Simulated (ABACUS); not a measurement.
Crystal: Cu.

```xyz
1
Lattice="0.0000 1.8075 1.8075 1.8075 0.0000 1.8075 1.8075 1.8075 0.0000" Properties=species:S:1:pos:R:3 pbc="T T T"
Cu    0.0000    0.0000    0.0000
```

- Program: ABACUS 3.10.1
- Task: relaxation of cell and atoms
- Functional: SCAN
- Potentials or basis: SG15 ONCV 1.2 PBE
- Cutoff: 1442 eV
- Density cutoff: 5769 eV
- Basis: plane waves
- k mesh: 8 × 8 × 8
- Occupations: fermi-dirac, width 0.05 eV
- Spin: no spin polarisation

At the start: pressure -3.9 GPa; volume 11.81 Å³/atom.

Q: Where does the relaxation end?

A: Over 3 steps the energy falls by 3.6 meV/atom and the volume is 11.49 Å³/atom (-2.7 %); space group Fm-3m (No. 225, to 0.05 Å).

The path:
```
step  energy change (eV)  largest force (eV/Å)  pressure (GPa)  volume (Å³)
   1              0.0000                0.0000           -3.90        11.81
   2             -0.0026                0.0000           -2.19        11.67
   3             -0.0036                0.0000            0.05        11.49
```

Final structure:
```cif
data_structure
_symmetry_space_group_name_H-M 'P 1'
_symmetry_Int_Tables_number 1
_cell_length_a 2.5327
_cell_length_b 2.5327
_cell_length_c 2.5327
_cell_angle_alpha 60.000
_cell_angle_beta 60.000
_cell_angle_gamma 60.000
_cell_volume 11.49
loop_
_atom_site_label
_atom_site_type_symbol
_atom_site_fract_x
_atom_site_fract_y
_atom_site_fract_z
_atom_site_occupancy
Cu1 Cu 0.00000 0.00000 0.00000 1
```

Caveat: the k mesh is coarse (spacing up to 0.38 Å⁻¹), so the values aren't converged; the potentials were made for another functional, which shifts forces and pressure.
